Band gaps of SnSe₂ (space group P-3m1, 3 atoms, cell not relaxed) from the DFT programs named in the rows, with PBE and without spin polarisation or spin-orbit coupling. All runs use Fermi-Dirac smearing of 0.05 eV and an 8 × 8 × 5 k mesh, on which both gaps are taken. Energies under "basis" are plane-wave cutoffs, except for LAPW, where the target basis error is given.

| program | potentials | basis | gap (eV) | direct gap (eV) |
| --- | --- | --- | --- | --- |
| Octopus | pseudodojo_pbe | default | 0.786 | 1.064 |
| Quantum ESPRESSO | SSSP-1.3-efficiency-PBE | 816.342 eV | 0.801 | 1.089 |
| VASP | VASP-PAW-PBE-potentials,-recommended | 520 eV | 0.806 | 1.093 |
| Ansatz | Ansatz PAW | 420 eV | 0.811 | 1.104 |
| ABINIT | JTH-PAW-PBE-v2.0 | 598.65 eV | 0.812 | 1.109 |
| Ansatz LAPW | all-electron-LAPW,-scalar-relativistic | 0.001 eV/atom-basis-error | 0.812 | 1.109 |
| GPAW | GPAW-PAW-data-sets-(gpaw-data-1.2.1) | 600 eV | 0.818 | 1.106 |

The gaps run from 0.786 eV with Octopus to 0.818 eV with GPAW. Octopus stands apart at the lower end, and without it the other six programs lie within 17 meV of each other. All seven treat the same crystal with the same functional, so the differences come from how each program represents the electrons, through its potentials and its basis. The question is what kind of error can pull one gap down by about 25 meV.

**Octopus**

Two gaps are listed because the highest filled and the lowest empty state lie at different places in the Brillouin zone. The highest filled level at the zone centre is less than 10 meV below the valence top, but the lowest empty level there is almost 0.3 eV above the conduction minimum. The direct gap belongs to the zone centre itself. In SnSe₂ tin has formally given up its four outer electrons, so the upper valence bands are mainly Se 4p, while the lowest conduction band is the antibonding mixture of Sn 5s and Se 4p.

The all-electron LAPW row, further down, replaces no atom by a pseudopotential and serves here as the common mark. Measured from it, the gap of Octopus is 26 meV lower and its direct gap 45 meV lower. Two gaps of one crystal thus shift by quite different amounts. Any explanation has to account for that difference as well as for the low gap.

The explanation that comes first to mind is the Se 3d shell. Octopus treats these electrons as valence electrons, which gives 46 electrons in the cell. Quantum ESPRESSO, VASP and ABINIT freeze the shell into the core and are left with 26. A shell that is free to respond could well shift the selenium levels, but the Octopus row alone can't test this idea, and its control stands in the fourth row.

A second explanation is a general fault in the energy scale. If a program made all energy distances too small by one common factor, the larger direct gap would lose more than the smaller indirect one, as it does. The direct gap of Octopus is short by 45 meV in 1.109 eV, or 4 %. The same fraction of the LAPW gap of 0.812 eV is 33 meV, not far from the 26 meV found.

The other levels at the zone centre show that this near agreement misleads. The first conduction level of Octopus, counted from the valence top, is 3.8 % lower than that of LAPW. The second lies at 2.955 eV in LAPW, so a common factor would lower it by about $0.038\times2.955\approx0.11$ eV. It falls by only 13 meV.

The valence side contradicts the common factor too. A pair of levels lies about 0.4 eV below the valence top, and in Octopus its distance from the top is 21 meV larger than in LAPW, where a shrinking scale would have made it smaller. A simple shift of all empty states against all filled ones fails as well, because it would move both conduction levels equally. The error depends on the band.

Perturbation theory says why such an error is natural. A small fault $\delta V$ in the potential moves the level of band $n$ at wave vector $\mathbf k$, to first order, by

$$\delta E_{n\mathbf k}=\langle\psi_{n\mathbf k}|\delta V|\psi_{n\mathbf k}\rangle .$$

Each level feels the fault only as far as its wave function $\psi_{n\mathbf k}$ reaches into the faulty region. Pseudopotentials differ from each other mostly close to the nuclei, and they act on s, p and d waves through separate terms. A fault in the s term of tin would therefore strike a conduction state with much Sn 5s in it and largely spare a state that has none.

Such a fault would show most in the lowest conduction band, and that is where Octopus departs most. It would also let the shift vary across the zone, because the mixture of tin and selenium orbitals changes with the wave vector. That the tin potential is really at fault remains a guess. Octopus works on a grid in real space, and too coarse a grid would also describe a wave function worst where it varies fastest, near the nuclei. A run on a finer grid, and one with the same potentials in a plane-wave program, would tell the two apart.

A level can only be placed relative to another level, and this limits what can be blamed. If the second conduction level is taken as fixed instead of the valence top, the conduction minimum of Octopus is only 13 meV low, and the other half of the gap shift belongs to a raised valence top. The first conduction level at the zone centre still moves by 29 meV against the second, whichever level serves as zero. The dependence on the band is therefore firm, while the division of the gap error between filled and empty states is not.

**Quantum ESPRESSO and VASP**

The next two rows also lie below LAPW, by 11 and 6 meV. In Quantum ESPRESSO the first conduction level at the zone centre falls by 18 meV and the second by 8 meV, a weaker form of the Octopus pattern. In VASP the two fall almost equally. A low gap is thus no fingerprint of one particular error, and the strong preference for the first conduction band is a finding about Octopus.

Quantum ESPRESSO also has the highest plane-wave cutoff in the table, 816 eV, and yet its gap is the farthest from LAPW among the rows with such a cutoff. A cutoff states how fine a ripple the basis can follow. How fine it needs to be depends on the potential, and a basis that follows every ripple still reproduces the errors of the potential it is given. Cutoffs can be compared within one set of potentials, but they do not rank programs that use different sets.

The forces add a useful contrast. The cell is not relaxed, and in LAPW each selenium atom feels a force of about 0.79 eV/Å along the stacking direction. Octopus and Quantum ESPRESSO both exceed this value by about 25 meV/Å, although their gap errors differ by more than a factor of two. A force depends on the filled states alone, whereas a gap also needs the energy of an empty one. Two programs can therefore agree on the forces and still disagree on the gap.

**Ansatz, ABINIT and Ansatz LAPW**

These three rows decide the matter of the Se 3d shell. The Ansatz calculation with PAW potentials has 46 electrons in the cell, as many as Octopus, and yet its gap is 25 meV higher than that of Octopus and within about 1 meV of LAPW. ABINIT, with the shell frozen, reaches the LAPW gap too. Whether selenium keeps its 3d electrons in the valence space is therefore not what lowers the gap. How well the Octopus potential describes that shell is a separate matter, which the electron count can't settle.

The agreement also supports the choice of LAPW as the mark. Its printed basis error of 0.001 eV per atom refers to the total energy and gives no error bar for the gap. But two sets of PAW potentials, one with the 3d shell and one without it, arrive at the same gap as a method that keeps all 118 electrons of the cell, 70 of them in the bands and the rest in the atomic cores. An error shared by all three can't be ruled out, though it would have to survive three different descriptions of the atoms.

Agreement between programs is not agreement with nature, however. PBE generally makes gaps too small, and spin-orbit coupling, which matters for a valence top made of Se 4p, is left out. The mesh works against the error of PBE. With five divisions along the stacking direction it passes over the zone boundary, where the conduction minimum of bulk SnSe₂ is expected, so the listed gaps are probably larger than the true PBE gap of this cell. All rows share these faults, which therefore don't explain why the programs differ.

**GPAW and the whole column**

The three pictures of the error can be put into one line. Let $\Delta_{\text{gap}}$ and $\Delta_{\text{direct}}$ be the shifts of the two gaps from their LAPW values. Then

$$\Delta_{\text{gap}}=r\,\Delta_{\text{direct}} .$$

If all empty states move together against the filled ones, $r=1$. If all distances shrink by one factor, $r$ is the ratio of the two gaps, $0.812/1.109\approx0.73$. If the shift depends on band and wave vector, theory fixes no value, and $r$ has to come from the data.

A least-squares line through the origin over all seven rows gives $r=0.54\pm0.07$. For Octopus the estimate is $0.54\times(-45)\approx-24$ meV, against the $-26$ meV found. This row was part of the fit and, having the largest shifts, dominates it, so the match is no independent test. The typical miss over the column is 3 meV, compared with 5 meV for the common factor and 10 meV for the common shift.

The gaps alone would thus leave the common factor in play, since it comes close with no adjustable number. The second conduction level is what rules it out for Octopus. Nor is the fitted $r$ a measure of how much Sn 5s each state contains. Both gaps are counted from nearly the same valence top, and any movement of that top enters both shifts and ties them together.

GPAW shows where the line ends. Its gap is 6 meV above that of LAPW while its direct gap is 3 meV below, so the two shifts have opposite signs and no positive $r$ can reproduce them. Differences of a few meV can come from ordinary working choices of basis and potential, and they deserve no cause of their own. The order of the four largest gaps carries no more meaning than that, and for GPAW no zone-centre levels are at hand that could trace its shifts to a band.

For practical work the whole column matters more than its best rows. The full spread is 32 meV, which is small beside a gap of 0.8 eV but not beside the change that a slight strain or a change of composition may cause. Such a change should be taken as a difference between two runs of one program with the same potentials and settings, so that much of the program's own error cancels. Where two programs disagree on a gap, comparing several levels of different orbital character shows more than comparing the gaps, because it tells whether the whole scale is off or one band.
